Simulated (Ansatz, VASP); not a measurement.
# Zn: VASP beside Ansatz

Contents of INCAR:

```
SYSTEM = Zn
ALGO     = Fast           ! electronic algorithm
EDIFF    = 1E-7           ! SCF threshold, eV
ENCUT    = 520            ! plane-wave cutoff, eV
ISIF     = 2              ! what is computed and relaxed
ISMEAR   = -1             ! smearing method
ISPIN    = 2              ! spin polarisation
LASPH    = .True.         ! aspherical terms in the spheres
LCHARG   = .True.         ! write CHGCAR
LELF     = .True.         ! ELF
LORBIT   = 11             ! projections on sites
LREAL    = .False.        ! projectors in reciprocal space
LVHAR    = .True.       
LWAVE    = .False.        ! write WAVECAR
MAGMOM   = 0.5            ! initial moments
NBANDS   = 16             ! bands
NELM     = 150            ! most SCF steps
PREC     = Accurate       ! precision mode
SIGMA    = 0.05           ! smearing width, eV
```

The input KPOINTS:

```
k-points
0
Gamma
  12 12 12
  0 0 0
```

File POSCAR:

```
Zn
1.0
   -1.5260278541      1.5260278541      1.5260278541
    1.5260278541     -1.5260278541      1.5260278541
    1.5260278541      1.5260278541     -1.5260278541
Zn
1
Direct
    0.0000000000      0.0000000000      0.0000000000
```

input.yaml

```yaml
crystal:
  lattice:
    - [-1.5260278541, 1.5260278541, 1.5260278541]
    - [1.5260278541, -1.5260278541, 1.5260278541]
    - [1.5260278541, 1.5260278541, -1.5260278541]
  atoms:
    - { symbol: Zn, position: [0.0, 0.0, 0.0], spin: 0.5 }
kpoints:
  mp_grid: { grid: [12, 12, 12] }
  band_path:
    path:
      - [0.0, 0.0, 0.0]
      - [0.5, -0.5, 0.5]
      - [0.0, 0.0, 0.5]
      - [0.0, 0.0, 0.0]
      - [0.25, 0.25, 0.25]
      - [0.5, -0.5, 0.5]
    npoints: 12
scf:
  occupations: { method: fermi_dirac, width: 0.05 }
hamiltonian:
  xc: lda
  pseudopotentials:
    kind: all_electron
    lapw: { basis_error: 0.0005 }
    relativity: none
magnetization:
  spin_polarized: true
output:
  forces: true
  stress: true
  eigenvalues: true
```

Change from the starting cell: volume scaled by 0.92.

Alike in both runs: functional LDA; k mesh 12 × 12 × 12; occupations fermi-dirac, width 0.05 eV; collinear spin.

|  | VASP | Ansatz |
| --- | --- | --- |
| version | VASP 6.6.1 | Ansatz 0.2.0 |
| potentials or method | VASP PAW LDA potentials, release 64 (Zn) | all-electron LAPW, non-relativistic |
| plane-wave cutoff (eV) | 520 | see its input |
| task | single point | band structure |

VASP gave:

- gap on the k mesh at the Fermi level (eV): none
- pressure (GPa): -3.0
- net moment per atom (μB): 0.00

Q: Estimate Ansatz's values.

A: gap on the k mesh at the Fermi level (eV): none; pressure (GPa): -1.6; net moment per atom (μB): 0.00.

A gap of «none» marks a metal or a gap that the smearing closes. Ansatz ran all-electron here, so the differences hold the error of VASP's frozen core and of both bases.

Caveats: the starting moments weren't kept (Ansatz).
